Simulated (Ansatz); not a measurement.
Two Ansatz runs on Lu

The cell was built from the sc type and relaxed in the same program; it needn't be a known or the stable phase. The listed cell was then made from it by scaling, straining or moving an atom.

First run: DFT, PBE, all-electron LAPW, scalar-relativistic (Ansatz 0.2.0).

Command: `ansatz run input.yaml --threads 1 --pin off --max-ram 2048MiB --backend cpu --events-out ev --progress --plain --runs-dir out` The run took 7.1 s on 1 thread of AMD EPYC 9R14 (Zen 4), with other jobs on the host.

```yaml
crystal:
  lattice:
    - [3.2656479765, 0.0, 0.0]
    - [0.0, 3.2656479765, 0.0]
    - [0.0, 0.0, 3.2656479765]
  atoms:
    - { symbol: Lu, position: [0.0, 0.0, 0.0] }
kpoints:
  mp_grid: { grid: [13, 13, 13] }
scf:
  occupations: { method: fermi_dirac, width: 0.03 }
hamiltonian:
  xc: pbe
  pseudopotentials: { kind: all_electron, lapw: { basis_error: 0.00025 } }
output:
  forces: true
  stress: true
  eigenvalues: true
```

Result: converged; pressure -1.58 GPa; 8 SCF iterations.

Spin–orbit coupling is left out, though it moves levels of the heavy atoms by tenths of an eV or more.

The input is then changed:

```diff
@@ -9,5 +9,6 @@
   mp_grid: { grid: [13, 13, 13] }
 scf:
-  occupations: { method: fermi_dirac, width: 0.03 }
+  occupations: { method: tetrahedron }
+  mixing: { preconditioner: kerker_dos }
 hamiltonian:
   xc: pbe
```

(1) Predict the outcome of the changed run.

## Answers

(1) It converged; energy at zero smearing -1.8 meV/atom from the first run; pressure -1.42 GPa; 8 SCF iterations.
